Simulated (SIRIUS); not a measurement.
TiAl under changes of volume

One of the cells (16.986 Å³/atom); the others are scaled copies at fixed shape and fractional positions:

```
CELL_PARAMETERS angstrom
2.88625 0.00000 0.00000
-1.44313 2.49957 0.00000
0.00000 0.00000 4.70906
ATOMIC_POSITIONS crystal
Ti 0.00000 0.00000 0.00000
Al 0.33333 0.66667 0.50000
```

The cell comes from a database or a generator and needn't be the stable form of this composition.

* Program: SIRIUS 7.12.0
* Functional: PBEsol
* Potentials or basis: PseudoDojo 0.4.1 PBEsol standard (scalar relativistic)
* Cutoff: 1152 eV
* Density cutoff: 4606 eV
* k mesh: 11 × 11 × 6
* Occupations: fermi-dirac, width 0.05 eV
* Spin: no spin polarisation

```tsv
volume (Å³/atom)	energy over the lowest point (meV/atom)	pressure (GPa)
15.654	6.46	4.2
15.987	?	?
16.320	0.00	-0.8
16.986	12.06	-4.8
17.320	23.99	-6.6
17.653	39.36	-8.1
```

Q: What does the run at 15.987 Å³/atom give?

A: Energy over the lowest point 0.68 meV/atom; pressure 1.6 GPa.

Worked out: A Birch-Murnaghan fit of order 3 (a polynomial in V^(-2/3)) to the other rows has its minimum at 16.20 Å³/atom with B0 = V·E''(V) = 112 GPa and B' = 3.8 at fixed shape and positions, which overstates the stiffness. It gives 0.68 meV/atom at 15.987 Å³/atom, against the run's 0.68, and -dE/dV = 1.5 GPa, against 1.6.

Energies are extrapolated to zero smearing.
